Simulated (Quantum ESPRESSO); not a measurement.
Input of a Quantum ESPRESSO 7.5 run:

File pw.in:

```
&CONTROL
  calculation = 'vc-relax'
  prefix = 'pwscf'
  outdir = './tmp'
  pseudo_dir = './pseudo'
  tprnfor = .true.
  tstress = .true.
  disk_io = 'low'
  nstep = 40
  forc_conv_thr = 0.0004
  etot_conv_thr = 1d-05
/
&SYSTEM
  ibrav = 0
  A = 2.88888475
  nat = 1
  ntyp = 1
  ecutwfc = 69
  nbnd = 16
  input_dft = 'pbesol'
  occupations = 'smearing'
  smearing = 'fd'
  degauss = 0.00367493
/
&ELECTRONS
  conv_thr = 2d-10
  electron_maxstep = 120
  mixing_beta = 0.5
/
&IONS
  ion_dynamics = 'bfgs'
/
&CELL
  cell_dynamics = 'bfgs'
  press = 0
  press_conv_thr = 0.3
/
ATOMIC_SPECIES
Ag   107.8682 Ag_ONCV_PBE-1.0.oncvpsp.upf
CELL_PARAMETERS alat
   0.0000000000    0.7071067823    0.7071067823
   0.7071067823    0.0000000000    0.7071067823
   0.7071067823    0.7071067823    0.0000000000
ATOMIC_POSITIONS alat
Ag     0.0000000000    0.0000000000    0.0000000000
K_POINTS automatic
11 11 11 0 0 0
```

Potentials or basis: SSSP 1.3 efficiency PBE.

Command:

```bash
$ OMP_NUM_THREADS=1 pw.x -in pw.in > pw.out
```

Question: Predict the space group after relaxing (to 0.05 Å).

Answer: Fm-3m (No. 225).

Question: Predict the band gap on the k mesh.

Answer: None (metal or under the smearing width).

Question: Predict the relaxed cell.

Answer: a = 2.860 Å, b = 2.860 Å, c = 2.860 Å, α = 60.00°, β = 60.00°, γ = 60.00°.

Question: Predict the relaxed volume.

Answer: 16.54 Å³/atom.

Final structure:
```
CELL_PARAMETERS angstrom
0.00000 2.02219 2.02219
2.02219 0.00000 2.02219
2.02219 2.02219 0.00000
ATOMIC_POSITIONS crystal
Ag 0.00000 0.00000 0.00000
```

Caveat: the potentials were made for another functional, which shifts forces and pressure.
